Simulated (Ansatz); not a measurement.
# How settings move the G0W0 gap of PbF2 (Fm-3m)

PbF2 (started from an entry of an open crystallographic database), relaxed with r2SCAN+rVV10; one-shot G0W0 in Ansatz without spin-orbit coupling. Calculated for a static, non-magnetic cell.

```cif
data_structure
_symmetry_space_group_name_H-M 'P 1'
_symmetry_Int_Tables_number 1
_cell_length_a 4.1660
_cell_length_b 4.1660
_cell_length_c 4.1660
_cell_angle_alpha 60.000
_cell_angle_beta 60.000
_cell_angle_gamma 60.000
_cell_volume 51.13
loop_
_atom_site_label
_atom_site_type_symbol
_atom_site_fract_x
_atom_site_fract_y
_atom_site_fract_z
_atom_site_occupancy
Pb1 Pb 0.00000 0.00000 0.00000 1
F1 F 0.25000 0.25000 0.25000 1
F2 F 0.75000 0.75000 0.75000 1
```

Gaps are read over the mesh points alone. G0W0 here is at a finite number of bands, screening cutoff and k mesh, not at the basis limit.
```
 start       potentials      frequency model   mesh  empty bands  screening cutoff (eV)  Kohn-Sham gap (eV)  G0W0 gap (eV)
   PBE              PAW  contour deformation  6×6×6          116                    100                4.44           6.25
   PBE              PAW  contour deformation  6×6×6          280                    180                4.44           6.42
   PBE              PAW  contour deformation  6×6×6          543                    260                4.44           6.54
 HSE06              PAW  contour deformation  6×6×6          280                    180                5.75           7.18
r2SCAN              PAW  contour deformation  6×6×6          280                    180                4.96           6.74
  PBE0              PAW  contour deformation  6×6×6          280                    180                6.47           7.39
   PBE              PAW     Godby-Needs pole  6×6×6          280                    180                4.44           6.37
   PBE              PAW  contour deformation  8×8×8           83                     80                4.41           6.23
   PBE  norm-conserving  contour deformation  6×6×6          280                    180                4.43           6.38
```

Over the mesh points the PBE gap of 4.44 eV becomes a quasiparticle gap of 6.54 eV (L to X), a change of +2.10 eV. Renormalisation factors Z lie between 0.72 and 0.84.

Raising bands and cutoff together moves the gap by +0.17 eV (100 to 180 eV), then +0.12 eV (180 to 260 eV); the last step is still large, so the basis limit isn't reached. Starting from HSE06 (5.75 eV against PBE's 4.44 eV) gives 7.18 eV, +0.76 eV from G0W0@PBE at the same screening cutoff. Starting from r2SCAN (4.96 eV against PBE's 4.44 eV) gives 6.74 eV, +0.32 eV from G0W0@PBE at the same screening cutoff. Starting from PBE0 (6.47 eV against PBE's 4.44 eV) gives 7.39 eV, +0.97 eV from G0W0@PBE at the same screening cutoff. The Godby-Needs plasmon pole differs from contour deformation by -0.05 eV. Norm-conserving potentials (wave cutoff 1320 eV against 420 eV) shift the quasiparticle gap by -0.04 eV and the PBE gap by -0.01 eV. r2SCAN runs take a wave cutoff of 500 eV.
